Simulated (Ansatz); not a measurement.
A (001) slab of VSi2 (P6_222 (No. 180)), 6 planes, outer planes VSi2 (top) and VSi2 (bottom), with 18 atoms (V6Si12) in a surface cell of A = 18.048 Å², as cut from the bulk:

```yaml
crystal:
  lattice:
    - [4.56506, 0.00000, 0.00000]
    - [-2.28253, 3.95346, 0.00000]
    - [0.00000, 0.00000, 25.61274]
  atoms:
    - { symbol: V, position: [0.50000, 0.50000, 0.29282] }
    - { symbol: Si, position: [0.16280, 0.83720, 0.29282] }
    - { symbol: Si, position: [0.83720, 0.16280, 0.29282] }
    - { symbol: V, position: [0.00000, 0.50000, 0.37569] }
    - { symbol: Si, position: [0.32559, 0.16280, 0.37569] }
    - { symbol: Si, position: [0.67441, 0.83720, 0.37569] }
    - { symbol: V, position: [0.50000, 0.00000, 0.45856] }
    - { symbol: Si, position: [0.16280, 0.32559, 0.45856] }
    - { symbol: Si, position: [0.83720, 0.67441, 0.45856] }
    - { symbol: V, position: [0.50000, 0.50000, 0.54144] }
    - { symbol: Si, position: [0.16280, 0.83720, 0.54144] }
    - { symbol: Si, position: [0.83720, 0.16280, 0.54144] }
    - { symbol: V, position: [0.00000, 0.50000, 0.62431] }
    - { symbol: Si, position: [0.32559, 0.16280, 0.62431] }
    - { symbol: Si, position: [0.67441, 0.83720, 0.62431] }
    - { symbol: V, position: [0.50000, 0.00000, 0.70718] }
    - { symbol: Si, position: [0.16280, 0.32559, 0.70718] }
    - { symbol: Si, position: [0.83720, 0.67441, 0.70718] }
```

The calculation used DFT PBE, scalar-relativistic, plane waves, PAW in Ansatz. Cutoff 420 eV; k points 9×9×1 on the computed 18-atom cell (Γ-centred); Gaussian smearing, width 0.10 eV; no spin polarisation. The cell repeats along c with a dipole correction in the vacuum.

Against the same 18 atoms in the bulk, the slab as cut lies 5.027 eV higher and the relaxed slab 4.834 eV higher.

Task: Work out the surface energy before and after relaxation.

Result: The slab has two faces, so γ = (E_slab − N·E_bulk)/(2A), the mean of both. As cut: 5.027/(2 × 18.048) = 0.1393 eV/Å², and 1 eV/Å² = 16.02 J/m², so γ = 2.23 J/m². Relaxed: 4.834/(2 × 18.048) = 0.1339 eV/Å² = 2.15 J/m². Relaxation recovers 4 % of the cost of cutting.

Task: What is the ideal work of this cut, per area?

Result: Griffith's ideal work is 2γ: 4.46 J/m² if the new faces stay rigid, 4.29 J/m² if they relax. One thickness was run, 6 planes, so γ can still shift with it.

Cost: 4 runs of about 29 core-minutes in all, on Arm Neoverse V2 (shared hosts).